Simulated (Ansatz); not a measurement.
# Twisted blue phosphorene bilayer, 87.80° (52 atoms): taking the cell apart, part 2 of 3

Aim: the interaction energy between the two parts of twisted blue phosphorene bilayer, 87.80° (52 atoms) and its distance dependence.

Ansatz 0.2.0; Kohn-Sham DFT, PBE+D3(BJ), PAW (set soft_2), plane waves.

So far. Step 2 (Single point at the start): The r.m.s. force at the start is 0.13 eV/Å. Step 3 (Relaxation): The relaxation converged after 3 steps, 0.0859 eV below its start, with a largest force component of 0.010 eV/Å.

**4. Single point at the relaxed geometry**

The electronic structure is read at the final geometry, in a run of its own.

Input file input.yaml:

```yaml
crystal:
  lattice:
    - [11.8262, 0.0, 0.0]
    - [-5.9131, 10.24179, 0.0]
    - [0.0, 0.0, 17.96]
  atoms:
    - { symbol: P, position: [0.12924, 0.17929, 0.40163] }
    - { symbol: P, position: [0.18007, 0.05085, 0.33266] }
    - { symbol: P, position: [0.20361, 0.48704, 0.40207] }
    - { symbol: P, position: [0.25757, 0.36012, 0.33367] }
    - { symbol: P, position: [0.28427, 0.79733, 0.40206] }
    - { symbol: P, position: [0.33386, 0.66697, 0.33371] }
    [... 40 atom lines left out ...]
    - { symbol: P, position: [0.79601, 0.28167, 0.6667] }
    - { symbol: P, position: [0.743, 0.10191, 0.59748] }
    - { symbol: P, position: [0.02411, 0.58871, 0.66718] }
    - { symbol: P, position: [0.97431, 0.41097, 0.59698] }
    - { symbol: P, position: [0.1023, 0.35951, 0.66613] }
    - { symbol: P, position: [0.04982, 0.1788, 0.59807] }
kpoints:
  mp_grid: { grid: [3, 3, 1] }
hamiltonian:
  xc: pbe
  dispersion: d3bj
scf:
  occupations: { method: fixed }
output:
  forces: true
  populations: true
  dos:
    method: { smearing: { sigma: 0.08 } }
    de: 0.1
    projected:
      site_lists:
        P: [P]
        layer_1: [0, 1, 2, 3, 4, 5, 6, 7, 8, 9, 10, 11, 12, 13, 14, 15, 16, 17, 18, 19, 20, 21, 22, 23, 24, 25]
        layer_2: [26, 27, 28, 29, 30, 31, 32, 33, 34, 35, 36, 37, 38, 39, 40, 41, 42, 43, 44, 45, 46, 47, 48, 49, 50, 51]
  eigenvalues: true
  write_density: true
  write_potential: true
  volumetric_format: npy
  elf: true
```

Launch:

```bash
$ ansatz run input.yaml --threads 4 --pin off --max-ram 15872MiB --backend cpu --events-out ev --progress --plain --runs-dir out
```

Numbers of over 12 decimals in the logs are rounded to 6 here.

Log:

```text
[...]
Crystal: 52 atoms, lattice volume = 2175.341 Å³
Basis set: ecut = 420 eV, 42517 PW (Γ), exchange–correlation on 160×160×250 points (8 copies of the dense FFT grid, shifted against one another)
Bands: 182, of which v1, the nominal top of the filled ones, is band 130 counted from 1 (129 counted from 0)
Symmetry: 1 space group operations
[...]
k-points: 5 of 9 (time reversal used)
[...]
SCF iter   1: F=—  HF=-39307.219346 eV  |F-HF|=—  |Δ(HF+E_count)|=         —  Δρ=1.83e-3  dr2=3.55e-1  ethr=1.77e-3  ⟨swp⟩=7.0  Hψ=4113  notcnv=0  defer=240
[...]
SCF iter   9: F=-39307.175806 eV  HF=-39307.175806 eV  |F-HF|=2.23e-9  |Δ(HF+E_count)|=   5.29e-8  Δρ=5.16e-7  dr2=1.30e-8  ethr=3.85e-11  ⟨swp⟩=10.6  Hψ=6098  notcnv=0
SCF 1 converged in 9 iterations: F = -39307.175806 eV  dr2 = 1.30e-8
[...]
WARN: The output density's exchange-correlation potential varies sharply where the density is thin. Do not read a vacuum level from v_tot or v_xc, or from such a field of the output density. On a cell that repeats whose density bears no net charge and no dipole along the vacuum's axis use v_es (v_loc + v_h of the components); [...]
SCF converged after 9 iterations
Free energy (F): -39307.175806 eV
[...]
Internal energy: -39307.175806 eV  (E = F + TS)
E sigma→0 (E₀):  -39307.175806 eV
Fermi energy:    -0.010848 eV
[...]
--- Forces (eV/Å), atoms counted from 1 ---
  atom   1  P      0.00303246     0.00300205     0.00592379
  atom   2  P      0.00369167    -0.00323497     0.00609820
  atom   3  P     -0.00104150     0.00347407     0.00192375
  atom   4  P     -0.00038765    -0.00153210     0.00160818
  atom   5  P      0.00241005    -0.00090314    -0.00047885
  atom   6  P     -0.00332281     0.00063068     0.00327197
  atom   7  P     -0.00003864    -0.00148742    -0.00213531
  atom   8  P     -0.00213116    -0.00066405     0.00769412
  atom   9  P     -0.00246201     0.00248641     0.00901715
  atom  10  P      0.00392619    -0.00149242    -0.00183283
  atom  11  P     -0.00027370    -0.00205518     0.00351954
  atom  12  P     -0.00120380     0.00230842     0.00181179
  atom  13  P      0.00219421    -0.00016153     0.00726378
  atom  14  P      0.00331393    -0.00025253     0.00104103
[...]
atom  51  P      0.00116914    -0.00072361     0.00026425
  atom  52  P     -0.00442845    -0.00009139    -0.00203315
  max |Σ_I F_I| component: 2.13e-6 eV/Å
--- Band table (eV; the first three rows and the last of 5) ---
[...]
--- Löwdin populations: 52 sites ---
  site symbol       q [e]
     0      P      4.9217
     1      P      4.9161
     2      P      4.9218
[...]
51      P      4.9218
  spilling = 0.016170 (of n_electrons = 260.000000)
```

Run time: 2.5 min. Hardware: 4 threads of Arm Neoverse V1, shared host; peak memory 6.9 GiB; 9.8 min of CPU time.

The program notes that the exchange-correlation potential is rough where the density is thin.

The run gave:

```
free energy                                      : -39307.1758 eV
free energy per atom                             : -755.9072 eV/atom
SCF cycles                                       : 9
r.m.s. force component                           : 0.00323 eV/Å
longest force                                    : 0.00967 eV/Å
Fermi energy                                     : -0.01085 eV
gap (highest filled to lowest empty level) : 1.42 eV
potential in mid-vacuum, over the Fermi level    : 5.688 eV
potential 4.5 Å over the upper face              : 5.688 eV
potential 4.5 Å under the lower face             : 5.688 eV
spilling of the projection                       : 0.01617
```

The mean of these charges, 0.081 e, is only the charge that the projection spills.

Löwdin charges by element (they lack the spilled electrons, 0.081 e an atom on average):

```
element  coordination  atoms  mean charge (e)  spread   least    most
      P           all     52           0.0809  0.0028  0.0776  0.0849
```

By region:

```
 region  atoms  mean length of the force (eV/Å)
layer 1     26                            0.005
layer 2     26                            0.005
```

States in the cell by windows of 1 eV, zero at the Fermi level; the larger projections on atomic orbitals stand beside the total:

```
from (eV)  to (eV)  total   P p  layer 1  layer 2   P s
      -16      -15    0.0   0.0      0.0      0.0   0.0
      -15      -14    8.2   1.6      4.1      4.1   6.5
      -14      -13   10.2   2.9      5.1      5.1   7.3
      -13      -12   15.2   4.6      7.6      7.6  10.5
      -12      -11   15.2   4.3      7.6      7.6  10.8
      -11      -10    4.1   1.2      2.1      2.1   2.9
      -10       -9   13.4   5.4      6.6      6.6   7.8
       -9       -8   11.1   4.0      5.5      5.5   6.9
       -8       -7   11.9   3.9      5.9      5.9   7.9
       -7       -6   14.7   5.1      7.3      7.3   9.4
       -6       -5    6.2   5.9      3.0      3.0   0.2
       -5       -4   34.3  30.2     16.8     16.8   3.5
       -4       -3   29.5  25.6     14.4     14.4   3.2
       -3       -2   22.4  20.2     10.9     10.9   1.6
       -2       -1   37.9  31.7     18.6     18.6   5.4
       -1        0   23.5  19.5     11.5     11.5   3.6
        0        1    2.2   1.8      1.1      1.1   0.4
        1        2   17.6  13.0      7.6      7.6   2.1
        2        3   32.8  26.9     14.5     14.5   2.1
```

The curve was stored every 0.100 eV, coarse against its broadening of 0.08 eV, so these counts are rough.

With fixed occupations the program's Fermi level is the highest filled level; weight inside the gap is the broadening of levels at its edges.

The levels nearest the highest filled one (over half full), pooled over k-points and spins:

```
level less the highest filled one (eV)  occupation
                               -0.0067           2
                               -0.0063           2
                               -0.0063           2
                               -2.0e-4           2
                               -1.0e-4           2
                                     0           2
                                  1.42           0
                                  1.42           0
                                  1.42           0
                                  1.44           0
                                  1.44           0
                                  1.44           0
```

Planar average of the electrostatic potential energy along the normal, with the Fermi level as zero, after a running mean with a triangular window 4 Å wide at its base:

```
height (Å)  potential energy (eV)
       0.0                   5.69
       0.6                   5.69
       1.0                   5.69
       1.6                   5.69
       2.0                   5.68
       2.6                   5.65
       3.0                   5.56
       3.6                   5.07
       4.0                   4.04
       4.6                   1.65
       5.0                  -0.80
       5.6                  -4.58
       6.2                  -7.29
       6.6                  -7.86
       7.2                  -6.78
       7.6                  -4.57
       8.2                  -1.12
       8.6                   0.51
       9.2                   0.78
       9.6                  -0.47
      10.2                  -3.70
      10.6                  -6.18
      11.2                  -7.80
      11.6                  -7.61
      12.2                  -5.42
      12.8                  -1.70
      13.2                   0.91
      13.8                   3.56
      14.2                   4.81
      14.8                   5.50
      15.2                   5.63
      15.8                   5.68
      16.2                   5.68
      16.8                   5.69
      17.2                   5.69
      17.8                   5.69
```

ELF in the ca plane at fractional y = 0.025, with atoms of P within 0.2 Å of it. It is the smooth field of the valence electrons, not physical close to the nuclei.

Ten even steps from '0' (0.00) to '9' (0.97), each cell a mean:
```
00000000000122222111000000112222210000000000
00000000001355566655410001245678753100000000
00000000002456788888830001365269996310000000
00000000000234578888840001353059997410000000
00000000000001234567620012467689974100000000
00000000000001122222100366676655421000000000
00000000000122322211001688665310000000000000
00000000000112345556410588787654310000000000
00000000000001256469950256788889874100000000
00000000000000243019971012466479986200000000
00000000000012366349960013467689985200000000
00000000002466788878620477788776531000000000
00000000137899767532103997356421000000000000
00000000147999557521004995015310000000000000
00000000025788888765301898456310000000000000
00000000001345678788720366554322100000000000
00000000000001246678830001122222100000000000
00000000001345566666510022222111000000000000
00000000136899667531000477654211000000000000
00000000258998215420001798787644210000000000
00000000158999336521001688888766531000000000
00000000024788665310000355566655420000000000
00000000000122222110000011122222100000000000
00000000000000000000000000000000000000000000
```
Columns run along c (18.0 Å), rows up along a (11.8 Å). Atoms in or near the plane, at fractional coordinates: P at (0.40, 0.59), P at (0.60, 0.44).

Electrostatic potential energy in the ca plane at fractional y = 0.025, with atoms of P within 0.2 Å of it. With pseudopotentials it is smooth inside the atoms' cores, unlike the true potential.

Ten even steps from '0' (-35 eV) to '9' (6 eV), each cell a mean:
```
99999999999999888999999999988889999999999999
99999999999998878788999999886568999999999999
99999999999998776557999999860005999999999999
99999999999999876347999999850004899999999999
99999999999999987678999999874237999999999999
99999999999999988889999998777789999999999999
99999999999999888899999986457899999999999999
99999999999999888778999986467889999999999999
99999999999999874114899998775347999999999999
99999999999999860001799999861006999999999999
99999999999999872003899999873127999999999999
99999999999998776557999986567678999999999999
99999999999985115889999960005899999999999999
99999999999983004899999840003899999999999999
99999999999986336778999972026899999999999999
99999999999998876557999997778899999999999999
99999999999999986457999999988889999999999999
99999999999998877778999999888899999999999999
99999999999985225889999987678899999999999999
99999999999971002799999985357889999999999999
99999999999972003799999986457789999999999999
99999999999997557899999998778789999999999999
99999999999999888999999999988899999999999999
99999999999999999999999999999999999999999999
```
Columns run along c (18.0 Å; values clipped at the 3rd and 97th percentile), rows up along a (11.8 Å). Atoms in or near the plane, at fractional coordinates: P at (0.40, 0.59), P at (0.60, 0.44).

Filled and empty levels are parted by 1.42 eV (on the run's k-points); a semilocal functional tends to put such gaps too low. Löwdin charges run from +0.08 to +0.08 e, about a mean that is the spilled charge alone. The largest share in the top eV of filled states is P p (84 % of the projected weight), and in the lowest eV of empty states P p (88 % of the projected weight). The potential stands 5.69 eV above the highest filled level over the upper face and 5.69 eV under the lower one, a reading of the ionisation potential at this level.

**5. The lower part alone**

The lower part (layer 1) is solved alone, atoms held, in the same cell.

Input file input.yaml:

```yaml
crystal:
  lattice:
    - [11.8262, 0.0, 0.0]
    - [-5.9131, 10.24179, 0.0]
    - [0.0, 0.0, 17.96]
  atoms:
    - { symbol: P, position: [0.12924, 0.17929, 0.40163] }
    - { symbol: P, position: [0.18007, 0.05085, 0.33266] }
    - { symbol: P, position: [0.20361, 0.48704, 0.40207] }
    - { symbol: P, position: [0.25757, 0.36012, 0.33367] }
    - { symbol: P, position: [0.28427, 0.79733, 0.40206] }
    - { symbol: P, position: [0.33386, 0.66697, 0.33371] }
    [... 14 atom lines left out ...]
    - { symbol: P, position: [0.89828, 0.25686, 0.40213] }
    - { symbol: P, position: [0.94999, 0.12948, 0.33263] }
    - { symbol: P, position: [0.97523, 0.56375, 0.40282] }
    - { symbol: P, position: [0.02504, 0.43591, 0.33254] }
    - { symbol: P, position: [0.05068, 0.87161, 0.40171] }
    - { symbol: P, position: [0.10327, 0.74335, 0.33376] }
kpoints:
  mp_grid: { grid: [3, 3, 1] }
hamiltonian:
  xc: pbe
  dispersion: d3bj
scf:
  occupations: { method: fermi_dirac, width: 0.05 }
output:
  forces: true
  eigenvalues: true
  write_density: true
  write_potential: true
  volumetric_format: npy
```

Log:

```text
[...]
Crystal: 26 atoms, lattice volume = 2175.341 Å³
Basis set: ecut = 420 eV, 42517 PW (Γ), exchange–correlation on 160×160×250 points (8 copies of the dense FFT grid, shifted against one another)
Bands: 91, of which v1, the nominal top of the filled ones, is band 65 counted from 1 (64 counted from 0)
Symmetry: 1 space group operations
[...]
k-points: 5 of 9 (time reversal used)
[...]
SCF iter   1: F=—  HF=-19652.694623 eV  |F-HF|=—  |Δ(HF+E_count)|=         —  Δρ=1.57e-3  dr2=6.22e-2  ethr=1.77e-3  ⟨swp⟩=15.2  Hψ=3519  notcnv=0  defer=2
[...]
SCF iter   6: F=—  HF=-19652.677134 eV  |F-HF|=—  |Δ(HF+E_count)|=   4.31e-5  Δρ=5.95e-6  dr2=2.24e-6  ethr=8.85e-9  ⟨swp⟩=2.6  Hψ=670  notcnv=0  defer=31
SCF iter   7: F=-19652.677135 eV  HF=-19652.677134 eV  |F-HF|=3.88e-8  |Δ(HF+E_count)|=   1.69e-8  Δρ=1.77e-6  dr2=9.33e-8  ethr=7.69e-11  ⟨swp⟩=35.8  Hψ=5361  notcnv=0
SCF 1 converged in 7 iterations: F = -19652.677135 eV  dr2 = 9.33e-8
[...]
WARN: The input density's exchange-correlation potential varies sharply where the density is thin. Do not read a vacuum level from v_tot or v_xc, or from such a field of the output density. On a cell that repeats whose density bears no net charge and no dipole along the vacuum's axis use v_es (v_loc + v_h of the components); [...]
SCF converged after 7 iterations
Free energy (F): -19652.677135 eV
[...]
Internal energy: -19652.677134 eV  (E = F + TS)
E sigma→0 (E₀):  -19652.677134 eV
Entropy (-TS):   -0.000000 eV (-0.000 meV/atom)
Fermi energy:    -2.352648 eV
[...]
Σ components = -19652.677135   (vs F -19652.677135, Δ=0.00e0)
--- Forces (eV/Å), atoms counted from 1 ---
  atom   1  P     -0.04110718     0.00937787     0.02917260
  atom   2  P     -0.00819189     0.00709675    -0.00114083
  atom   3  P      0.06672995     0.01878931     0.02801873
  atom   4  P      0.00159563    -0.00759117    -0.02588312
[...]
atom  26  P     -0.00661930    -0.00072230    -0.02845679
  max |Σ_I F_I| component: 4.78e-5 eV/Å
--- Band table (eV; the first three rows and the last of 5) ---
[...]
```

Wall time 55 s (4 threads); peak memory 3.9 GiB.

**6. The upper part alone**

The upper part (layer 2) is solved alone in the same way (parts and shifted cells take a small Fermi–Dirac smearing, in case cut bonds close the gap).

input.yaml, the sections that differ from step 5:

```yaml
crystal:
  lattice:
    - [11.8262, 0.0, 0.0]
    - [-5.9131, 10.24179, 0.0]
    - [0.0, 0.0, 17.96]
  atoms:
    - { symbol: P, position: [0.25655, 0.89705, 0.66598] }
    - { symbol: P, position: [0.20271, 0.71609, 0.59767] }
    - { symbol: P, position: [0.3329, 0.66657, 0.66617] }
    - { symbol: P, position: [0.28333, 0.48662, 0.59788] }
    - { symbol: P, position: [0.56408, 0.97542, 0.66724] }
    - { symbol: P, position: [0.51283, 0.79667, 0.59783] }
    [... 14 atom lines left out ...]
    - { symbol: P, position: [0.79601, 0.28167, 0.6667] }
    - { symbol: P, position: [0.743, 0.10191, 0.59748] }
    - { symbol: P, position: [0.02411, 0.58871, 0.66718] }
    - { symbol: P, position: [0.97431, 0.41097, 0.59698] }
    - { symbol: P, position: [0.1023, 0.35951, 0.66613] }
    - { symbol: P, position: [0.04982, 0.1788, 0.59807] }
# kpoints, hamiltonian, scf, output: as in step 5
```

Log:

```text
[...]
Crystal: 26 atoms, lattice volume = 2175.341 Å³
Basis set: ecut = 420 eV, 42517 PW (Γ), exchange–correlation on 160×160×250 points (8 copies of the dense FFT grid, shifted against one another)
Bands: 91, of which v1, the nominal top of the filled ones, is band 65 counted from 1 (64 counted from 0)
Symmetry: 1 space group operations
[...]
k-points: 5 of 9 (time reversal used)
[...]
SCF iter   1: F=—  HF=-19652.694590 eV  |F-HF|=—  |Δ(HF+E_count)|=         —  Δρ=1.56e-3  dr2=5.99e-2  ethr=1.77e-3  ⟨swp⟩=13.8  Hψ=3336  notcnv=0  defer=4
[...]
SCF iter   7: F=—  HF=-19652.676996 eV  |F-HF|=—  |Δ(HF+E_count)|=   3.19e-7  Δρ=3.10e-6  dr2=5.72e-7  ethr=1.73e-9  ⟨swp⟩=2.4  Hψ=727  notcnv=0  defer=27
SCF iter   8: F=-19652.676996 eV  HF=-19652.676996 eV  |F-HF|=4.85e-9  |Δ(HF+E_count)|=   4.58e-9  Δρ=1.57e-6  dr2=6.33e-8  ethr=7.69e-11  ⟨swp⟩=41.8  Hψ=5317  notcnv=0
SCF 1 converged in 8 iterations: F = -19652.676996 eV  dr2 = 6.33e-8
[...]
SCF converged after 8 iterations
Free energy (F): -19652.676996 eV
[...]
Internal energy: -19652.676996 eV  (E = F + TS)
E sigma→0 (E₀):  -19652.676996 eV
Entropy (-TS):   -0.000000 eV (-0.000 meV/atom)
Fermi energy:    -2.352502 eV
[...]
Σ components = -19652.676996   (vs F -19652.676996, Δ=0.00e0)
--- Forces (eV/Å), atoms counted from 1 ---
  atom   1  P     -0.00505858     0.00535016     0.02889731
  atom   2  P      0.04730980     0.05158517    -0.02932317
  atom   3  P      0.00103854    -0.00294662     0.03300562
  atom   4  P     -0.06416635     0.01617966    -0.03056382
[...]
atom  26  P      0.03999872     0.00678600    -0.02497676
  max |Σ_I F_I| component: 3.98e-5 eV/Å
--- Band table (eV; the first three rows and the last of 5) ---
[...]
```

Run time: 59 s. Hardware: 4 threads; peak memory 3.9 GiB; 3.9 min of CPU time.

The whole (-39307.176 eV) less the lower (-19652.677 eV) and the upper part (-19652.677 eV) leaves -1.822 eV.

[end of part 2 of 3]

[Logs are printed without paths, hosts, clocks, repeated set-up lines and the standing remarks that a program may print on its own settings, such as how far it seeks lower states.]

[Hosts, paths, dates, database ids (printed as entryN), source tags and the programs' standing remarks are cut or masked in the printed files.]
